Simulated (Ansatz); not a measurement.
Runs of Ansatz 0.2.0 on Ag. Symmetry: Fm-3m, No. 225, cubic system. The conventional cell has a = 4.085 Å, b = 4.085 Å, c = 4.085 Å, α = 90.00°, β = 90.00°, γ = 90.00°. Around Ag (site symmetry m-3m) lie 12 Ag at 2.89 Å. 

| task | level | spin | cell | k mesh | cutoff (eV) | points for each segment of the path | mesh quality | gap on the mesh (eV) | pressure (GPa) | relaxed volume (Å³/atom) |
| --- | --- | --- | --- | --- | --- | --- | --- | --- | --- | --- |
| single point | r2SCAN0 | SOC, no magnetisation | as given | 6 × 6 × 6 | 500 | - | coarse | none | (b) | - |
| relaxation of cell and atoms | revPBE+D4 | off | relaxed | 11 × 11 × 11 | 420 | - | not flagged | - | 0.0 | 16.85 |
| relaxation of cell and atoms | PBEsol+D4 | off | relaxed | 11 × 11 × 11 | 420 | - | not flagged | - | 0.0 | (a) |
| band structure | exchange-only PBE | off | as given | 11 × 11 × 11 | 420 | 14 | not flagged | none | 23.3 | - |
| relaxation of cell and atoms | RPBE+D3(BJ) | off | relaxed | 11 × 11 × 11 | 420 | - | not flagged | - | 0.0 | 14.20 |

Alike in all rows: potentials or basis Ansatz PAW; smearing fermi-dirac 0.05 eV.

Question: Fill in the values left out.

Answer: (a) 16.21; (b) 2.9.

Caveats: some runs use coarse meshes; the PAW data sets come from PBE, with cores solved anew for the run's functional, which leaves a small shift of forces and pressure; the plane-wave basis is chosen anew once the cell has moved, so the energies of steps on either side of that aren't comparable (some runs); the thresholds are loose for stress (some runs); so large a pressure means that the cell lies far from this level's equilibrium, or that cutoff or potentials fall short (some runs); the volume moved by over 15 % at a fixed basis, so the end points are rough (some runs); the volume moved by -17 % from the deposited cell, more than functionals usually miss (some runs).

A k mesh can miss the band edges, and rows without SOC leave out spin-orbit coupling on Ag.

A gap of «none» marks a metal or a gap under the smearing width.

Runs at the PBE level aren't shown here.
